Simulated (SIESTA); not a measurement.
**PbSe (Clausthalite) in SIESTA: the effect of basis**

PbSe (Clausthalite):

```
Pb Se
1.0
     0.00000    3.06065    3.06065
     3.06065    0.00000    3.06065
     3.06065    3.06065    0.00000
Pb Se
1 1
Direct
  0.00000 0.00000 0.00000
  0.50000 0.50000 0.50000
```

Alike in all runs:

```yaml
Program: SIESTA 5.4.2
Task: single point
Functional: PBE
Potentials_or_basis: PseudoDojo 0.4 standard (PBE files)
Grid_cutoff: 500 Ry
Energy_shift: 0.003 Ry
k_mesh: 8 × 8 × 8
Occupations: fermi-dirac, width 0.05 eV
Spin: no spin polarisation
```

| basis | gap on the mesh (eV) | pressure (GPa) |
| --- | --- | --- |
| SZ | ? | ? |
| SZP | 0.62 | 4.7 |
| DZ | 0.49 | 3.4 |
| DZP | 0.36 | 3.8 |
| DZDP | 0.37 | 3.5 |
| TZP | 0.35 | 3.4 |
| TZDP | 0.35 | 3.0 |

What does the run with basis SZ give?

gap on the mesh 0.56 eV; pressure 6.2 GPa.

Caveats: spin-orbit coupling is left out, which as a rule narrows the gap of such compounds by several tenths of an eV; the basis of atomic orbitals isn't converged, which shifts pressures, moduli and gaps; the basis has no polarisation orbitals (some runs).

A k mesh can miss the band edges.
